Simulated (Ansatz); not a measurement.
Ta in Ansatz: the effect of functional

Ta:

```
Ta
1.0
    -1.64020    1.64020    1.64020
     1.64020   -1.64020    1.64020
     1.64020    1.64020   -1.64020
Ta
1
Direct
  0.00000 0.00000 0.00000
```

The cell isn't the ideal one: volume scaled by 0.98.

Alike in all runs:

```yaml
Program: Ansatz 0.2.0
Task: single point
Potentials_or_basis: Ansatz PAW
k_mesh: 11 × 11 × 11
Occupations: fermi-dirac, width 0.05 eV
Spin: no spin polarisation
```

```csv
functional,cutoff,pressure (GPa)
LDA,420 eV (not typed: the program's choice for these potentials),?
r2SCAN,500 eV (not typed: the program's choice for these potentials),4.2
PBE,420 eV (not typed: the program's choice for these potentials),6.9
```

Q: What does the run with functional LDA give?

A: Pressure -5.5 GPa.

Caveats: the PAW data sets come from PBE, with cores solved anew for the run's functional, which leaves a small shift of forces and pressure (some runs).
